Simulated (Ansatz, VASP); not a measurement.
## One calculation of LiCl, two programs

```
Li Cl
1.0
     0.00000    2.59226    2.59226
     2.59226    0.00000    2.59226
     2.59226    2.59226    0.00000
Li Cl
1 1
Cartesian
  0.0000 0.0000 0.0000
  2.5923 2.5923 2.5923
```

Alike in both runs: task single point; functional PBE; k mesh 12 × 12 × 12; occupations gaussian, width 0.05 eV; no spin polarisation.

|  | VASP | Ansatz |
| --- | --- | --- |
| version | VASP 6.6.1 | Ansatz 0.2.0 |
| potentials or method | VASP PAW PBE potentials, release 64 (Li_sv, Cl) | scalar-relativistic, plane waves, PAW |
| plane-wave cutoff (eV) | 520 | 420 |
| valence electrons in the cell | 10 | 10 |

```csv
,VASP,Ansatz,Ansatz less VASP
gap on the k mesh at the Fermi level (eV),6.16,6.15,-0.011
least direct gap on the mesh (eV),6.16,6.15,-0.011
```

 As with any semilocal functional, this PBE gap is likely too small. A k mesh can miss the band edges.
